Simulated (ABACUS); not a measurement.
Here is an ABACUS 3.10.1 calculation.

File run_abacus.py:

```python
"""ABACUS run from a structure file: ASE reads it, the script writes STRU, KPT and INPUT."""
import re
import subprocess
from ase.io import read
from ase.units import Bohr

atoms = read("POSCAR")
atoms = atoms[(-atoms.numbers).argsort(kind="stable")]  # ABACUS lists atoms element by element
pseudo = {'Fe': 'Fe.upf', 'O': 'O.upf'}
orbital = {'Fe': 'Fe_confined-atom_7au_3s2p2d1f.orb', 'O': 'O_confined-atom_6au_2s2p1d.orb'}
magmoms = [3.0, 0.0]
kmesh = [6, 6, 6]
params = {
    'suffix': 'FeO',
    'calculation': 'scf',
    'basis_type': 'lcao',
    'pseudo_dir': './',
    'orbital_dir': './',
    'symmetry': -1,
    'dft_functional': 'pbesol',
    'ecutwfc': 100,
    'pseudo_rcut': 7,
    'nspin': 2,
    'nbands': 17,
    'ks_solver': 'genelpa',
    'smearing_method': 'fd',
    'smearing_sigma': 0.00367493,
    'scf_thr': 1e-06,
    'scf_nmax': 120,
    'mixing_type': 'broyden',
    'mixing_beta': 0.2,
    'cal_force': 1,
    'cal_stress': 1,
    'dft_plus_u': 1,
    'orbital_corr': '2 -1',
    'hubbard_u': '6 0',
    'mixing_restart': 0.0005,
    'mixing_dmr': 1,
    'out_mul': 1,
    'out_chg': 1,
}

symbols = atoms.get_chemical_symbols()
elements = list(dict.fromkeys(symbols))
lines = ["ATOMIC_SPECIES"] + [f"{e} {atoms.get_masses()[symbols.index(e)]:.4f} {pseudo[e]}" for e in elements]
if orbital:
    lines += ["", "NUMERICAL_ORBITAL"] + [orbital[e] for e in elements]
lines += ["", "LATTICE_CONSTANT", f"{1 / Bohr:.10f}", "", "LATTICE_VECTORS"]
lines += [" ".join(f"{x:.10f}" for x in v) for v in atoms.cell]
lines += ["", "ATOMIC_POSITIONS", "Direct"]
for e in elements:
    lines += ["", e, "0.0", str(symbols.count(e))]
    for i, p in enumerate(atoms.get_scaled_positions(wrap=False)):
        if symbols[i] == e:
            mag = "" if magmoms is None else " mag " + " ".join(str(x) for x in (magmoms[i] if isinstance(magmoms[i], list) else [magmoms[i]]))
            lines.append(" ".join(f"{x:.10f}" for x in p) + " 1 1 1" + mag)
open("STRU", "w").write("\n".join(lines) + "\n")
open("KPT", "w").write("K_POINTS\n0\nGamma\n%d %d %d 0 0 0\n" % tuple(kmesh))
open("INPUT", "w").write("INPUT_PARAMETERS\n" + "".join(f"{k:<20s}{v}\n" for k, v in params.items()))

done = subprocess.run(['mpirun', '-np', '4', 'abacus'])
if done.returncode:
    raise SystemExit(done.returncode)
log = open("OUT.FeO/running_scf.log").read()
print("final energy (eV):", re.findall(r"FINAL_ETOT_IS (\S+)", log))
```

The input POSCAR:

```
FeO
1.0
    0.0000000000      2.1554000000      2.1554000000
    2.1554000000      0.0000000000      2.1554000000
    2.1554000000      2.1554000000      0.0000000000
Fe O
1 1
Direct
    0.0000000000      0.0000000000      0.0000000000
    0.5000000000      0.5000000000      0.5000000000
```

Potentials or basis: PseudoDojo NC SR 0.4.1 PBEsol standard, DZP LCAO (the cutoffs set its grid).

Run with:

```sh
$ OMP_NUM_THREADS=1 python run_abacus.py > log
```

Problem. Predict the band gap on the k mesh.

Solution. None (metal or under the smearing width).

Problem. What does it give for the absolute moment?

Solution. 4.07 μB per cell.

Eigenvalues of the final occupation matrices:
```
     site  spin  trace               eigenvalues
atom 1 Fe     1   4.88  0.97 0.97 0.97 0.98 0.98
atom 1 Fe     2   1.05  0.08 0.08 0.30 0.30 0.30
```

Caveat: the k mesh is coarse (spacing up to 0.42 Å⁻¹), so the values aren't converged; the atomic orbitals were generated for these runs and aren't a published set; the basis of atomic orbitals isn't converged, which shifts pressures, moduli and gaps; a cell with one magnetic atom can't hold antiferromagnetic order, which such compounds often take. The state reached can hang on the start; a lower one may exist.
